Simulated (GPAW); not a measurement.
# Sn (Immm) in GPAW: a series of runs, part 2 of 2

GPAW 26.7.0. Earlier steps stand in the parts before.

## (4) Optical spectrum, PBE

This run uses another cell than the first one, of 28.10 Å³/atom, 1.043 times its volume.

Input file run.py:

```python
from ase.dft.bandgap import bandgap
from ase.io import read, write
from gpaw import GPAW, PW
from gpaw.response.df import DielectricFunction

atoms = read('POSCAR')

calc = GPAW(mode=PW(450),
            xc='PBE',
            kpts={'size': (9, 9, 9), 'gamma': True},
            occupations={'name': 'fermi-dirac', 'width': 0.05},
            nbands=14,
            convergence={'density': 1e-06},
            maxiter=150,
            txt='gpaw.txt')
atoms.calc = calc
energy = atoms.get_potential_energy()
calc.write('gs.gpw')
write('result.traj', atoms)
print(f'Energy: {energy:.6f} eV')
print('Fermi level:', round(calc.get_fermi_level(), 4), 'eV')
print(f'Gap: {bandgap(calc)[0]:.4f} eV, direct: {bandgap(calc, direct=True)[0]:.4f} eV')

dense = calc.fixed_density(kpts={'size': (19, 19, 19), 'gamma': True},
                           nbands=23, convergence={'bands': 17, 'eigenstates': 1e-7},
                           update_fermi_level=True, txt='dense.txt')
dense.write('dense.gpw', mode='all')

df = DielectricFunction('dense.gpw', frequencies={'type': 'nonlinear', 'domega0': 0.05, 'omega2': 10},
                        eta=0.1, ecut=50, nbands=17, rate='eta', txt='df.txt')
for direction in ['x', 'y', 'z']:
    df.get_dielectric_function(xc='RPA', direction=direction, filename=f'df_{direction}.csv')
```

Input file POSCAR:

```
Sn
1.0
   -1.7149511408      1.7636302181      2.3226479567
    1.7149511408     -1.7636302181      2.3226479567
    1.7149511408      1.7636302181     -2.3226479567
Sn
1
Direct
    0.0000000000      0.0000000000      0.0000000000
```

Potentials or basis: GPAW PAW data sets (gpaw-data 1.2.1), pw.

Command:

```console
$ OMP_NUM_THREADS=1 python run.py
```

gpaw.txt:

```text
__  _  _
 | _ |_)|_||  |
 |__||  | ||/\| - 26.7.0

Input parameters:
  mode=PW(ecut=450.00000000000006),
  convergence={'density': 1e-06},
  kpts=MonkhorstPack(size=(9, 9, 9), gamma=True),
  maxiter=150,
  nbands=14,
  occupations=Occupations(name='fermi-dirac', width=0.05),
  xc=XC(name='PBE')

Diagonalizing LCAO Hamiltonian
Converting LCAO to pw mode

       Sn

Atoms  # Å, Bohr magnetons
|   | symbol |        x |        y |        z |    initial magnetic moments |
|---|--------|----------|----------|----------|-----------------------------|
| 0 |     Sn | 0.000000 | 0.000000 | 0.000000 | ( 0.0000,  0.0000,  0.0000) |

Unit cell  # Å
| periodic |         x |         y |         z |  lengths |     angles |
|----------|-----------|-----------|-----------|----------|------------|
|      yes | -1.714951 |  1.763630 |  2.322648 | 3.383215 | 119.084898 |
|      yes |  1.714951 | -1.763630 |  2.322648 | 3.383215 | 117.162588 |
|      yes |  1.714951 |  1.763630 | -2.322648 | 3.383215 |  93.289317 |

Number of symmetries: 8
Symmetry operations  # r_c * U_cc + t_c -> r_c
|   | kind |            matrix            |
|---|------|------------------------------|
| 0 |  σ   |  1, 1, 1,  0, 0,-1,  0,-1, 0 |
| 1 |  E   |  1, 0, 0,  0, 1, 0,  0, 0, 1 |
| 2 |  C2  |  0, 1, 0,  1, 0, 0, -1,-1,-1 |
| 3 |  C2  |  0, 0, 1, -1,-1,-1,  1, 0, 0 |
| 4 |  σ   |  0, 0,-1,  1, 1, 1, -1, 0, 0 |
| 5 |  σ   |  0,-1, 0, -1, 0, 0,  1, 1, 1 |
| 6 |  i   | -1, 0, 0,  0,-1, 0,  0, 0,-1 |
| 7 |  C2  | -1,-1,-1,  0, 0, 1,  0, 1, 0 |

BZ-sampling:
  Number of BZ points: 729
  Number of IBZ points: 125

  Monkhorst-Pack size: [9, 9, 9]
[... 82 lines left out ...]
  Backstep threshold: 4.0
  History deletion threshold: 6.0
  Fourier metric: weight=20.0, sigma=0.015

occupation numbers:
  Fermi-Dirac:
    width: 0.0500  # eV

poisson solver:
  ecut: 3600.0000000000005  # eV

xc functional:
  name: PBE with 2 nearest neighbor stencil

convergence criteria:
- Maximum integral of absolute [dens]ity change: 1e-06 electrons / valence electron
- Maximum [total energy] change in last 3 cyles: 0.0005 eV / valence electron
- Maximum integral of absolute [eigenst]ate change: 4e-08 eV^2 / valence electron
maximum number of iterations: 150

SCF iterations
|iter     | |      energy | eigst |  dens |
|---------|-|-------------|-------|-------|
|iter:   1| |   -3.968486 | -0.32 |       |
|iter:   2| |   -3.967708 | -2.88 | -1.79 |
|iter:   3| |   -3.957424 | -2.94 | -1.81 |
|iter:   4| |   -3.957506 | -4.31 | -2.38 |
|iter:   5| |   -3.957567c| -4.82 | -2.99 |
|iter:   6| |   -3.957572c| -6.20 | -3.94 |
|iter:   7| |   -3.957572c| -7.23 | -4.54 |
|iter:   8| |   -3.957572c| -8.04c| -5.17 |
|iter:   9| |   -3.957572c| -8.61c| -6.15c|

Converged in 9 steps
Energy contributions relative to reference atoms: (reference = -168010.693307)

Energy contributions:
  Kinetic:           4.511498
  Coulomb:          -4.604451
  Zero:              0.041729
  External:          0.000000
  Xc:               -3.904435
  Entropy:          -0.003828
  Spinorbit:         0.000000
  ----------------------------
  Free energy:      -3.959486
  Extrapolated:     -3.957572

dipole moment: (-5.811040, -5.975987, -7.870196)  # |e|*Ang

Fermi level: 6.938
Eigenvalues  # (at kpt = [0.000, 0.000, 0.000])
| band index |      eig [eV] | occ [0-2] |
|------------|---------------|-----------|
|          0 |       -14.625 |     2.000 |
|          1 |       -14.607 |     2.000 |
|          2 |       -14.592 |     2.000 |
|          3 |       -14.562 |     2.000 |
|          4 |       -14.517 |     2.000 |
|          5 |        -3.969 |     2.000 |
|          6 |        14.095 |     0.000 |
|          7 |        14.248 |     0.000 |
|          8 |        14.663 |     0.000 |
|          9 |        17.636 |     0.000 |
|         10 |        18.136 |     0.000 |
|         11 |        18.648 |     0.000 |
|         12 |        18.811 |     0.000 |
|         13 |        20.429 |     0.000 |

No gap
No difference between direct/indirect transitions
# Writing to gs.gpw (mode='')
```

Run time: 8.5 min. Hardware: 1 thread of Intel Xeon Platinum 8259CL at 2.50GHz (Skylake/Cascade Lake), shared host; peak memory 0.62 GiB.

What came out:

| Property | Result |
| --- | --- |
| Free energy | -3.9595 eV |
| Band gap on the k mesh | none (metal or under the smearing width) |

Dielectric function (mean over the directions given):
```csv
energy (eV),real part,imaginary part
0.88,-128.81,52.90
1.54,-43.65,36.35
2.18,-35.40,22.15
2.79,-23.01,12.09
3.43,-16.47,5.74
4.03,-11.95,2.81
4.65,-8.46,1.66
5.31,-6.06,1.08
5.91,-4.61,0.92
6.55,-3.56,0.79
7.12,-2.81,0.65
7.81,-2.18,0.54
8.43,-1.74,0.48
9.08,-1.41,0.53
9.66,-1.20,0.39
10.26,-0.95,0.31
10.88,-0.67,0.26
11.52,-0.55,0.29
12.19,-0.39,0.20
12.77,-0.25,0.16
13.48,-0.09,0.15
14.10,0.01,0.14
14.73,0.09,0.13
15.39,0.17,0.09
16.08,0.26,0.09
16.78,0.34,0.08
17.51,0.40,0.06
18.27,0.47,0.06
19.06,0.54,0.05
19.87,0.62,0.05
```

Caveat: the intraband term hangs on this k mesh; the long-wavelength limit can be off by a per cent or two; independent-particle spectra lack excitons.

## (5) Overview

```tsv
cell	gap on the mesh (eV)
Immm, 26.95 Å³/atom	none
Immm, 27.53 Å³/atom	none
Immm, 28.1 Å³/atom	none
```

Alike in all rows: task optical spectrum; level PBE; potentials or basis GPAW PAW data sets (gpaw-data 1.2.1), pw; no spin polarisation; k mesh 9 × 9 × 9; cutoff (eV) 450; smearing fermi-dirac 0.05 eV.

Every run on the cell as given and a fine mesh finds a metal.

Caveats: the intraband term hangs on this k mesh; the long-wavelength limit can be off by a per cent or two; independent-particle spectra lack excitons.

Total energies depend on the potentials used, so only differences within one code and one set of settings carry meaning.
